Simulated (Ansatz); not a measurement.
Crystal: Yb.

```
CELL_PARAMETERS angstrom
0.00000 2.74310 2.74310
2.74310 0.00000 2.74310
2.74310 2.74310 0.00000
ATOMIC_POSITIONS crystal
Yb 0.00000 0.00000 0.00000
```

Base run:

```yaml
Program: Ansatz 0.2.0
Functional: PBE
Potentials_or_basis: Ansatz PAW
Cutoff: "420 eV (not typed: the program's choice for these potentials)"
k_mesh: 7 × 7 × 7
Occupations: fermi-dirac, width 0.05 eV
Spin: collinear spin, ferromagnetic start
Starting_moments: "[0.8] μB"
Fixed_moment: 0.8 μB
```

Its results: pressure -2.0 GPa; site moments Yb +0.50 μB.

Problem. The run is repeated on the same cell with these changes: fixed moment from 0.8 μB to 1.2 μB; moments at the start from [0.8] to [1.2]. What comes out?

Solution. Pressure -2.4 GPa; site moments Yb +0.75 μB.

Caveats: the total moment is fixed, so each spin has its own Fermi level; the thresholds are loose for stress.
